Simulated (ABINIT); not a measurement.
# AlN (P6_3mc) in ABINIT: notebook, part 2 of 2

ABINIT 10.8.3 (patched build). The steps go on from the part before.

## Step 3: Relaxation of cell and atoms, PBE

File run.abi:

```
# Pseudopotentials
pp_dirpath "./"
pseudos "Al.GGA_PBE-JTH.xml, N.GGA_PBE-JTH.xml"

# Structure
acell 3*1.0 Angstrom
rprim
     3.1130000000     0.0000000000     0.0000000000
    -1.5565000000     2.6959370820     0.0000000000
     0.0000000000     0.0000000000     4.9810000000
ntypat 2
znucl 13 7
natom 4
typat 1 1 2 2
xred
     0.6666666667     0.3333333333     0.5000000000
     0.3333333333     0.6666666667     0.0000000000
     0.6666666667     0.3333333333     0.8800000000
     0.3333333333     0.6666666667     0.3800000000
chkprim 0
chksymtnons 0
tolsym 1.0e-6

# Plane-wave basis
ecut 26.0
pawecutdg 48.0
pawxcdev 0

# k points
kptopt 1
ngkpt 10 10 6
nshiftk 1
shiftk 0.0 0.0 0.0

# Exchange and correlation
ixc 11

# Bands and occupations
nband 12
occopt 3
tsmear 0.05 eV

# SCF cycle
nstep 100
tolvrs 1.0e-9

# Output
iomode 3
prtwf 0
prtden 0
prteig 0
prtebands 0
enunit 2

# Relaxation
ionmov 2
ntime 60
tolmxf 5.0e-5
optcell 2
dilatmx 1.08
ecutsm 0.5
```

Potentials or basis: JTH PAW PBE v2.0.

Run with:

```
> abinit run.abi > log 2>&1
```

run.abo:

```text
.Version 10.8.3 of ABINIT
 Symmetries : space group P6_3 m c (#186); Bravais hP (primitive hexag.)
================================================================================
 Values of the parameters that define the memory need of the present run
     intxc =       0    ionmov =       2      iscf =      17    lmnmax =       8
     lnmax =       4     mgfft =      48  mpssoang =       2    mqgrid =    3171
     natom =       4  nloc_mem =       2    nspden =       1   nspinor =       1
    nsppol =       1      nsym =      12    n1xccc =       1    ntypat =       2
    occopt =       3   xclevel =       2
       mpw =        2267          nfft =       43200          nkpt =          56
 PAW method is used; the additional fine FFT grid is defined by:
   mgfftf=        64    nfftf =    102400
================================================================================
================================================================================

--------------------------------------------------------------------------------
------------- Echo of variables that govern the present computation ------------
--------------------------------------------------------------------------------
 -outvars: echo values of preprocessed input variables --------
            acell      1.8897261259E+00  1.8897261259E+00  1.8897261259E+00 Bohr
              amu      2.69815390E+01  1.40067400E+01
          chkprim           0
      chksymtnons           0
          dilatmx      1.08000000E+00
             ecut      2.60000000E+01 Hartree
           ecutsm      5.00000000E-01 Hartree
           enunit           2
           ionmov           2
                       outvar_i_n : Printing only first  50 k-points.
              ixc          11
                       outvar_i_n : Printing only first  50 k-points.
         kptrlatt       10    0    0      0   10    0      0    0    6
          kptrlen      5.64763550E+01
            natom           4
            nband          12
            ngfft          30      30      48
          ngfftdg          40      40      64
             nkpt          56
            nstep         100
             nsym          12
            ntime          60
           ntypat           2
                       prtocc : prtvol=0, do not print more k-points.
           occopt           3
          optcell           2
        pawecutdg      4.80000000E+01 Hartree
         pawxcdev           0
           prtden           0
        prtebands           0
           prteig           0
            prtwf           0
            rprim      3.1130000000E+00  0.0000000000E+00  0.0000000000E+00
                      -1.5565000000E+00  2.6959370820E+00  0.0000000000E+00
                       0.0000000000E+00  0.0000000000E+00  4.9810000000E+00
          spgroup         186
           tolsym      1.00000000E-06
           tolvrs      1.00000000E-09
           tsmear      1.83746611E-03 Hartree
            typat      1  1  2  2
           useylm           1
                       outvars : Printing only first  50 k-points.
           xangst      1.5565000000E+00  8.9864569400E-01  2.4905000000E+00
                       2.0731891839E-17  1.7972913880E+00  0.0000000000E+00
                       1.5565000000E+00  8.9864569400E-01  4.3832800000E+00
                       2.0731891839E-17  1.7972913880E+00  1.8927800000E+00
            xcart      2.9413587150E+00  1.6981942459E+00  4.7063629166E+00
                       3.9177597648E-17  3.3963884918E+00  0.0000000000E+00
                       2.9413587150E+00  1.6981942459E+00  8.2831987332E+00
                       3.9177597648E-17  3.3963884918E+00  3.5768358166E+00
             xred      6.6666666667E-01  3.3333333333E-01  5.0000000000E-01
                       3.3333333333E-01  6.6666666667E-01  0.0000000000E+00
                       6.6666666667E-01  3.3333333333E-01  8.8000000000E-01
                       3.3333333333E-01  6.6666666667E-01  3.8000000000E-01
            znucl       13.00000    7.00000

[... 966 lines left out ...]
    2      0.00000000000000     1.80878985619049    -0.00384569643129
    3      1.56645796555750     0.90439492809524     4.42379152195095
    4      0.00000000000000     1.80878985619049     1.91245866654205

 cartesian forces (hartree/bohr) at end:
    1     -0.00000000000000    -0.00000000000000     0.00001534346356
    2     -0.00000000000000    -0.00000000000000     0.00001534346356
    3     -0.00000000000000     0.00000000000000    -0.00001534346356
    4      0.00000000000000     0.00000000000000    -0.00001534346356
 frms,max,avg= 8.8585528E-06 1.5343464E-05   0.000E+00  0.000E+00  2.216E-05 h/b

 cartesian forces (eV/Angstrom) at end:
    1     -0.00000000000000    -0.00000000000000     0.00078899261918
    2     -0.00000000000000    -0.00000000000000     0.00078899261918
    3     -0.00000000000000     0.00000000000000    -0.00078899261918
    4      0.00000000000000     0.00000000000000    -0.00078899261918
 frms,max,avg= 4.5552510E-04 7.8899262E-04   0.000E+00  0.000E+00  1.139E-03 e/A
 length scales=  5.920353085301  5.920353085332  9.491462615434 bohr
              =  3.132915931115  3.132915931132  5.022665710818 angstroms
 Fermi (or HOMO) energy (hartree) =   0.31664   Average Vxc (hartree)=  -0.38894
 Eigenvalues (hartree) for nkpt=  56  k points:
 kpt#   1, nband= 12, wtk=  0.00167, kpt=  0.0000  0.0000  0.0000 (reduced coord)
  -0.29552   -0.21925    0.04103    0.22702    0.22702    0.25066    0.25066    0.25805
   0.40515    0.49574    0.64120    0.66189
      occupation numbers for kpt#   1
   2.00000    2.00000    2.00000    2.00000    2.00000    2.00000    2.00000    2.00000
   0.00000    0.00000    0.00000    0.00000
 prteigrs : prtvol=0 or 1, do not print more k-points.

 Fermi (or HOMO) energy (eV) =   8.61621   Average Vxc (eV)= -10.58352
 Eigenvalues (   eV  ) for nkpt=  56  k points:
 kpt#   1, nband= 12, wtk=  0.00167, kpt=  0.0000  0.0000  0.0000 (reduced coord)
  -8.04160   -5.96609    1.11652    6.17755    6.17755    6.82071    6.82071    7.02202
  11.02459   13.48986   17.44788   18.01088
 prteigrs : prtvol=0 or 1, do not print more k-points.

--- !EnergyTerms
iteration_state     : {dtset: 1, itime: 8, icycle: 1, }
comment             : Components of total free energy in Hartree
kinetic             :  1.39467274557804E+01
hartree             :  5.76738309113317E+00
xc                  : -7.71950672310501E+00
Ewald energy        : -2.15914054193019E+01
psp_core            : -6.20687376699211E-02
local_psp           : -1.84373893822050E+01
PAW spherical_terms :  3.62475603320011E+00
internal            : -2.44715036821682E+01
'-kT*entropy'       :  1.25327081198538E-15
total_energy        : -2.44715036821682E+01
total_energy_eV     : -6.65903538715425E+02
...

--- !EnergyTermsDC
iteration_state     : {dtset: 1, itime: 8, icycle: 1, }
comment             : '"Double-counting" decomposition of free energy'
band_energy         :  1.06558380520847E+00
Ewald energy        : -2.15914054193019E+01
psp_core            : -6.20687376699211E-02
xc_dc               : -4.67993823705863E+00
PAW spherical_terms :  7.96327972798599E-01
internal            : -2.44715006160234E+01
'-kT*entropy'       :  1.25327081198538E-15
total_energy_dc     : -2.44715006160234E+01
total_energy_dc_eV  : -6.65903455281375E+02
...

--- !EnergyTermsWithPAWCore
iteration_state     : {dtset: 1, itime: 8, icycle: 1, }
comment             : 'Components of total free energy, including PAW core contributions'
Total energy        : -5.95367858720801E+02
Total energy DC     : -5.95367855654657E+02
Total energy (eV)   : -1.62007847620944E+04
Total energy DC (eV): -1.62007846786603E+04
...

 rms coord change=  4.4206E-04   atom, delta coord (reduced):
     1        0.000000000000      0.000000000000     -0.000765668403
     2        0.000000000000      0.000000000000     -0.000765668403
     3        0.000000000000      0.000000000000      0.000765668403
     4        0.000000000000      0.000000000000      0.000765668403

 Cartesian components of stress tensor (hartree/bohr^3)
  sigma(1 1)= -3.08884519E-07  sigma(3 2)=  0.00000000E+00
  sigma(2 2)= -3.08884516E-07  sigma(3 1)=  0.00000000E+00
  sigma(3 3)=  8.78464405E-08  sigma(2 1)=  0.00000000E+00

-Cartesian components of stress tensor (GPa)         [Pressure=  5.1970E-03 GPa]
- sigma(1 1)= -9.08769632E-03  sigma(3 2)=  0.00000000E+00
- sigma(2 2)= -9.08769623E-03  sigma(3 1)=  0.00000000E+00
- sigma(3 3)=  2.58453151E-03  sigma(2 1)=  0.00000000E+00

== END DATASET(S) ==============================================================
================================================================================

 -outvars: echo values of variables after computation  --------
            acell      5.9203530853E+00  5.9203530853E+00  9.4914626154E+00 Bohr
           etotal     -2.4471500616E+01
            fcart     -2.8425724619E-29 -1.1488119832E-28  1.5343463563E-05
                      -5.1166304313E-29 -1.5426903775E-28  1.5343463563E-05
                      -5.1166304313E-29  8.2057998801E-29 -1.5343463563E-05
                       1.3075833325E-28  1.8709223727E-28 -1.5343463563E-05
            rprim      1.0000000000E+00  0.0000000000E+00  0.0000000000E+00
                      -5.0000000000E-01  8.6602540379E-01  0.0000000000E+00
                       0.0000000000E+00  0.0000000000E+00  1.0000000000E+00
           strten     -3.0888451950E-07 -3.0888451645E-07  8.7846440541E-08
                       0.0000000000E+00  0.0000000000E+00  0.0000000000E+00
           xangst      1.5664579656E+00  9.0439492810E-01  2.5074871590E+00
                       2.0363373085E-17  1.8087898562E+00 -3.8456964313E-03
                       1.5664579656E+00  9.0439492810E-01  4.4237915220E+00
                       2.0363373085E-17  1.8087898562E+00  1.9124586665E+00
             xred      6.6666666667E-01  3.3333333333E-01  4.9923433160E-01
                       3.3333333333E-01  6.6666666667E-01 -7.6566840254E-04
                       6.6666666667E-01  3.3333333333E-01  8.8076566840E-01
                       3.3333333333E-01  6.6666666667E-01  3.8076566840E-01
 Calculation completed.
```

Wall time 3.8 min (1 thread of Arm Neoverse V2, shared host); peak memory 0.14 GiB.

Results:

```yaml
Free_energy: -665.9035 eV
Relaxed_volume: 10.67 Å³/atom
Relaxed_cell: a = 3.133 Å, b = 3.133 Å, c = 5.023 Å, α = 90.00°, β = 90.00°, γ = 120.00°
Space_group_after_relaxing_to_0.05_Å: P6_3mc (No. 186)
Energy_gained_by_relaxing: 3.1 meV/atom
Ionic_steps: 8
Pressure_after_relaxing: 0.0 GPa
Band_gap_on_the_k_mesh: 4.00 eV, direct
Valence_electrons_inside_the_program's_atomic_spheres: Al 0.88; N 2.63
```

Step by step:
```tsv
step	energy change (eV)	largest force (eV/Å)	pressure (GPa)	volume (Å³)
1	0.0000	0.1308	4.30	41.80
2	-0.0107	0.0678	1.59	42.36
3	-0.0126	0.0236	0.02	42.69
4	-0.0126	0.0160	-0.03	42.70
5	-0.0126	0.0033	-0.04	42.70
6	-0.0126	0.0013	-0.01	42.70
7	-0.0126	0.0020	0.00	42.69
8	-0.0126	0.0008	0.01	42.69
```

Final structure:
```xyz
4
Lattice="3.1329 0.0000 0.0000 -1.5665 2.7132 0.0000 0.0000 0.0000 5.0227" Properties=species:S:1:pos:R:3 pbc="T T T"
Al    1.5665    0.9044    2.5075
Al    0.0000    1.8088   -0.0038
N     1.5665    0.9044    4.4238
N     0.0000    1.8088    1.9125
```

PBE usually gives volumes a little too large and moduli too small. Zero-point motion and thermal expansion aren't in these numbers.
